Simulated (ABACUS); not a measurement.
Ge:

```
Ge
1.0
     0.00000    2.82891    2.82891
     2.82891    0.00000    2.82891
     2.82891    2.82891    0.00000
Ge
2
Direct
  0.75000 0.75000 0.75000
  0.50000 0.50000 0.50000
```

```yaml
Program: ABACUS 3.10.1
Task: single point
Functional: PBEsol
Potentials_or_basis: PseudoDojo NC SR 0.4.1 PBEsol standard
Cutoff: 1075 eV
Density_cutoff: 4299 eV
Basis: plane waves
k_mesh: 8 × 8 × 8
Occupations: fermi-dirac, width 0.05 eV
Spin: no spin polarisation
```

On this cell: pressure 0.7 GPa; largest force zero by symmetry; band gap on the k mesh none (metal or under the smearing width).

The same run follows on a disturbed copy (atoms moved at random, drawn with an rms of 0.05 Å):

```xyz
2
Lattice="0.0000 2.8289 2.8289 2.8289 0.0000 2.8289 2.8289 2.8289 0.0000" Properties=species:S:1:pos:R:3 pbc="T T T"
Ge    4.2054    4.2838    4.2270
Ge    2.8276    2.8391    2.7804
```

Task: What does the disturbed cell give?

Result: The energy (extrapolated to zero smearing) moves by +9.5 meV/atom; pressure 0.8 GPa; largest force 0.687 eV/Å; band gap on the k mesh none (metal or under the smearing width).

Forces in eV/Å, atoms in the order of the input:
```
Ge   0.432 -0.369 -0.387
Ge  -0.432  0.369  0.387
```

Stress tensor (GPa, compression positive):
```
 0.78 -1.08 -1.03
-1.08  0.80  1.22
-1.03  1.22  0.80
```

Caveats: this crystal is a semiconductor, whose small gap the functional closes, so the metal is an error of the method (some runs).
